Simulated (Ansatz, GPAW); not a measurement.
# bithiophene-5,5'-dithiol between two Al chains: relaxation, then transmission at several levels, part 4 of 4

How well does bithiophene-5,5'-dithiol between two Al chains conduct once its atoms have relaxed, and how much do cheaper levels lose?

GPAW 26.7.0 and Ansatz 0.2.0; Ansatz plane waves; relaxation of the junction with the lead ends held; PAW set soft_1 (the session's first sound run).

So far, transmission at the Fermi level (one spin): step 3 (plane-wave reference (PBE)) 0.00183; step 5 (single-zeta polarised basis, PBE, GPAW) 0.00147; step 6 (minimal basis, PBE, GPAW) 0.00192; step 7 (revPBE in the dzp basis: xc = "revPBE") 0.00230; step 8 (the structure as built: geometry = "as built", PBE, GPAW) 0.0617.

## Step 11: Mixing 0.15

Mixing changes the road to self-consistency, not its end. The mixing history changes the road to self-consistency, not its end.

This step: GPAW LCAO, PAW setups; Landauer transmission from Green's functions with principal layers (ASE), zero bias (GPAW 26.7.0).

run.py

```python
import json
import numpy as np
from ase import Atoms
from ase.transport.calculators import TransportCalculator
from gpaw import GPAW, FermiDirac
from gpaw.lcao.tools import get_lcao_hamiltonian
from scipy.linalg import eigh

# The junction with lead layers at both ends, along the third cell vector
device = Atoms(
    ['Al', 'Al', 'Al', 'Al', 'Al', 'Al', 'Al', 'S', 'C', 'H', 'C', 'S', 'C', 'C', 'H', 'H', 'C', 'C', 'S', 'C', 'H', 'C', 'S', 'Al', 'Al', 'Al', 'Al', 'Al', 'Al', 'Al'],
    positions=[
        [7.86545, 4.50000, 1.20000],
        [7.86545, 4.50000, 3.60000],
        [7.86545, 4.50000, 6.00000],
        [7.86545, 4.50000, 8.40000],
        [7.86545, 4.50000, 10.80000],
        [8.05015, 6.09403, 12.79737],
        [7.90342, 5.19635, 15.25892],
        [7.94427, 6.69919, 16.93150],
        [7.62455, 5.68796, 18.33610],
        [5.73100, 4.71251, 17.90475],
        [6.55068, 4.85831, 18.60598],
        [8.71715, 5.72884, 19.68824],
        [6.61148, 4.26906, 19.88934],
        [7.72539, 4.64294, 20.62680],
        [5.84861, 3.59529, 20.27747],
        [9.95348, 5.34549, 22.33558],
        [8.09928, 4.26339, 21.96824],
        [9.20121, 4.65475, 22.71493],
        [7.12124, 3.15501, 22.89536],
        [9.26384, 4.06226, 23.99668],
        [10.07578, 4.22030, 24.70449],
        [8.20120, 3.21451, 24.25656],
        [7.88572, 2.19896, 25.65941],
        [7.88973, 3.71881, 27.31613],
        [7.74267, 2.86704, 29.79425],
        [7.86545, 4.50000, 31.75915],
        [7.86545, 4.50000, 34.15915],
        [7.86545, 4.50000, 36.55915],
        [7.86545, 4.50000, 38.95915],
        [7.86545, 4.50000, 41.35915]],
    cell=[[15.7309, 0.0, 0.0], [0.0, 9.0, 0.0], [0.0, 0.0, 42.55915]],
    pbc=True)

# One principal layer of the lead: the first 4 atoms of the device
lead = Atoms(
    ['Al', 'Al', 'Al', 'Al'],
    positions=[
        [7.86545, 4.50000, 1.20000],
        [7.86545, 4.50000, 3.60000],
        [7.86545, 4.50000, 6.00000],
        [7.86545, 4.50000, 8.40000]],
    cell=[[15.7309, 0.0, 0.0], [0.0, 9.0, 0.0], [0.0, 0.0, 9.6]],
    pbc=True)

settings = dict(mode='lcao', basis='dzp', xc='PBE', h=0.2,
                occupations=FermiDirac(0.1), maxiter=250,
                mixer=dict(beta=0.15, nmaxold=12, weight=100.0),
                convergence=dict(density=0.0001))
energies = np.arange(-2, 2 + 1e-9, 0.025)
eta = 0.0001
n1, n2 = 1, 1
# k and -k transmit alike, so half of the mesh across the current serves
mesh = [(i, j) for i in range(n1) for j in range(n2) if (i, j) <= (-i % n1, -j % n2)]
weights = np.array([1 if (i, j) == (-i % n1, -j % n2) else 2 for i, j in mesh]) / (n1 * n2)

# [... helper functions left out ...]
fermi_lead = ground_state(lead, (1, 1, 12), 'lead.txt')
fermi_device = ground_state(device, (1, 1, 2), 'device.txt')
# [... loop over the mesh left out, but for ...]
        # Shift the lead onto the potential of the device's first layer
        shift = ((H[:, 0, 0] - H0[:, 0, 0]) / S0[0, 0]).real.mean()
# [...]
kT = 8.617333e-5 * 300
bias = [0.1, 0.2, 0.5, 1.0, 1.5, 2.0]
# [... integrals and printing left out ...]
```

Command:

```bash
$ OMP_NUM_THREADS=1 OPENBLAS_NUM_THREADS=1 python run.py
```

The log of the run:

```text
basis functions: device 358, principal layer 52
Fermi level: lead -3.5768 eV, device -3.3486 eV; lead shifted by 0.0202 eV
largest coupling past the next layer 1.20e-15 eV, largest misfit of the first layer 0.069 eV
  E-E_F (eV)   T (one spin)  channels
    -2.000    7.2016e-01    1.0000
    -1.975    9.5631e-01    1.0000
    -1.950    9.8374e-01    1.0000
    -1.925    8.9575e-01    1.0000
    -1.900    8.0275e-01    1.0000
    -1.875    7.3765e-01    1.0000
    -1.850    7.0087e-01    1.0000
    -1.825    6.8661e-01    1.0000
    -1.800    6.8939e-01    1.0000
    -1.775    7.0470e-01    1.0000
    -1.750    7.2853e-01    1.0000
    -1.725    7.5693e-01    1.0000
    -1.700    7.8580e-01    1.0000
    -1.675    8.1101e-01    1.0000
    -1.650    8.2860e-01    1.0000
    -1.625    8.3471e-01    1.0000
[...]
1.825    4.7268e-01    3.0000
     1.850    6.8021e-01    3.0000
     1.875    9.0203e-01    3.0000
     1.900    9.9617e-01    3.0000
     1.925    8.8683e-01    3.0000
     1.950    6.8902e-01    3.0000
     1.975    5.1370e-01    3.0000
     2.000    3.8670e-01    3.0000
conductance at 300 K: 0.0023844 G0 a cell; thermopower -0.3043 uV/K
current from the zero-bias T(E) at 0.1 V: 0.018368 uA
current from the zero-bias T(E) at 0.2 V: 0.036111 uA
current from the zero-bias T(E) at 0.5 V: 0.081582 uA
current from the zero-bias T(E) at 1.0 V: 0.14271 uA
current from the zero-bias T(E) at 1.5 V: 0.22379 uA
current from the zero-bias T(E) at 2.0 V: 0.33826 uA
```

The job ended after 2.3 min (1 thread of Arm Neoverse V1, shared host; peak memory 2.3 GiB).

Numbers from this step:

* conductance: 0.002384 G₀
* largest misfit of the first principal layer: 0.06856 eV
* shift that aligns the lead: 0.02021 eV
* transmission at the Fermi level (one spin): 0.002423

One spin. Table of transmission, zone mean by energy, zero at the Fermi level:

```csv
energy (eV),"transmission, zone mean"
-2.000,0.720
-1.950,0.984
-1.900,0.803
-1.800,0.689
-1.700,0.786
-1.625,0.835
-1.600,0.825
-1.500,0.515
-1.400,0.0951
-1.300,0.00457
-1.200,2.5e-10
-1.100,2.6e-11
-1.000,7.7e-12
-0.900,4.8e-12
-0.800,7.6e-12
-0.700,8.6e-10
-0.600,0
-0.500,0
-0.400,2.7e-11
-0.300,6.7e-4
-0.200,0.00142
-0.100,0.00223
0.000,0.00242
0.100,0.00228
0.200,0.00226
0.300,0.00248
0.400,0.00291
0.500,0.00345
0.600,0.00404
0.700,0.00462
0.800,0.00523
0.900,0.00598
1.000,0.00720
1.100,0.00844
1.200,0.0101
1.300,0.0126
1.400,0.0167
1.500,0.0246
1.600,0.0428
1.700,0.0965
1.800,0.326
1.900,0.996
2.000,0.387
```

Crossings of the lead's bands, unfolded to its shortest repeat. Table of open channels, zone mean by energy, zero at the Fermi level:

```csv
energy (eV),"open channels, zone mean"
-2.000,1
-1.900,1
-1.800,1
-1.700,1
-1.600,1
-1.500,1
-1.400,1
-1.300,1
-1.200,0
-1.100,0
-1.000,0
-0.900,0
-0.800,0
-0.700,0
-0.600,0
-0.500,0
-0.400,0
-0.300,2
-0.200,2
-0.100,2
0.000,2
0.100,2
0.200,2
0.300,2
0.400,2
0.500,2
0.600,2
0.700,2
0.800,2
0.900,2
1.000,3
1.100,3
1.200,3
1.300,3
1.400,3
1.500,3
1.600,3
1.700,3
1.800,3
1.900,3
2.000,3
```

Not self-consistent under bias; the bias window is split evenly. The current through one cell, from the zero-bias transmission by bias:

```csv
bias (V),"current through one cell, from the zero-bias transmission (nA)"
0.100,18.4
0.200,36.1
0.500,81.6
1.000,143
1.500,224
2.000,338
```

The transmission of the three most open eigenchannels by energy, zero at the Fermi level:

```csv
energy (eV),channel 1,channel 2,channel 3
-2.000,0.720,0,0
-1.900,0.803,0,0
-1.800,0.689,0,0
-1.700,0.786,0,0
-1.600,0.825,0,0
-1.500,0.515,0,0
-1.400,0.0951,0,0
-1.300,0.00457,0,0
-1.200,2.5e-10,0,0
-1.100,2.6e-11,0,0
-1.000,7.7e-12,0,0
-0.900,4.8e-12,0,0
-0.800,7.6e-12,0,0
-0.700,8.6e-10,0,0
-0.600,0,0,0
-0.500,0,0,0
-0.400,2.7e-11,0,0
-0.300,6.7e-4,2.3e-7,0
-0.200,0.00142,7.0e-7,0
-0.100,0.00223,1.4e-6,0
0.000,0.00242,1.6e-6,0
0.100,0.00228,6.7e-7,0
0.200,0.00226,2.0e-8,0
0.300,0.00248,2.1e-6,0
0.400,0.00290,8.6e-6,0
0.500,0.00343,2.0e-5,0
0.600,0.00400,3.7e-5,0
0.700,0.00457,5.6e-5,0
0.800,0.00516,7.6e-5,0
0.900,0.00588,9.6e-5,0
1.000,0.00707,1.4e-4,1.1e-7
1.100,0.00828,1.5e-4,3.9e-7
1.200,0.00996,1.6e-4,8.8e-7
1.300,0.0125,1.7e-4,1.7e-6
1.400,0.0165,1.9e-4,2.6e-6
1.500,0.0244,2.2e-4,3.0e-6
1.600,0.0425,2.8e-4,2.5e-6
1.700,0.0962,3.6e-4,1.8e-6
1.800,0.325,4.7e-4,1.1e-6
1.900,0.996,6.0e-4,7.2e-7
2.000,0.386,7.7e-4,4.8e-7
```

The conductance equals that of the dzp run to 0.2 %.

## Step 12: What came out

| Property | Result |
| --- | --- |
| conductance | 0.00239 G₀ |
| transmission at the Fermi level, mean of the spins | 0.00243 |
| thermopower | about 0 (under 1.5 μV/K) |
| open channels of the lead there | 2 |

What this shows: In the dzp basis the junction conducts 0.00239 G₀ at 300 K, with T = 0.00243 a spin at the Fermi level; no smaller basis tried comes within 10 % of that conductance. Relaxation moved atoms by up to 3.2 Å and took the conductance from 0.0613 to 0.00239 G₀, as a ratio a larger change than the step from dzp to the minimal basis. Plane waves (PBE) give T = 0.00183 there. The junction is in the tunnelling regime at the Fermi level. Measured against the first run (pw-pbe), the nearest curve is that of dzp (r.m.s. 0.17) and the farthest that of asbuilt (0.29). Over the compared runs wall time goes from 96 s (sz) to 14789 s (pw-pbe), on a shared host; the plane-wave run used 4 threads and the orbital runs 1. Moves of this size go well beyond a change of bond lengths: the free chain atoms or the scatterer took up a new arrangement, and the name in the title describes the start. The leads kept an estimated spacing and the cell its length, so the junction may be under some tension or compression. Semilocal functionals put molecular levels too near the Fermi level, so such conductances usually come out too high, and chain electrodes have a sharper density of states than real ones. An evenly spaced straight chain is an idealisation: free chains tend to dimerise, zigzag or, where a band edge lies near the Fermi level, turn magnetic. The currents use the zero-bias T(E) throughout, which holds only while the bias is small against the distance to the nearest feature.

[Logs are printed without paths, hosts, clocks, repeated set-up lines and the standing remarks that a program may print on its own settings, such as how far it seeks lower states.]

[Hosts, paths, dates, database ids (printed as entryN), source tags and the programs' standing remarks are cut or masked in the printed files.]
